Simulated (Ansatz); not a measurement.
Runs of Ansatz 0.2.0 on Ag. It takes space group Fm-3m (No. 225, cubic). The conventional cell has a = 4.085 Å, b = 4.085 Å, c = 4.085 Å, α = 90.00°, β = 90.00°, γ = 90.00°. Ag (site symmetry m-3m) has 12 Ag at 2.89 Å as nearest neighbours. 

```tsv
task	level	cell	k mesh	cutoff (eV)	phonon path	pressure (GPa)	relaxed volume (Å³/atom)
relaxation of cell and atoms	PBE	relaxed	11 × 11 × 11	-	-	0.0	17.79
relaxation of cell and atoms	revPBE	relaxed	11 × 11 × 11	-	-	0.0	18.40
relaxation of cell and atoms	PBEsol	relaxed	11 × 11 × 11	-	-	0.0	16.61
band structure	PBEsol	as given	8 × 8 × 8	240	-	(a)	-
```

Alike in all rows: potentials or basis all-electron LAPW, scalar-relativistic; no spin polarisation; smearing fermi-dirac 0.05 eV; basis error allowed 0.001 eV/atom.

Question: Fill in the values left out.

Answer: (a) -2.0.

Caveats: the k mesh is thin for a metal, which can move the energy by tens of meV per atom (some runs).

Not every run made on this cell is shown here.
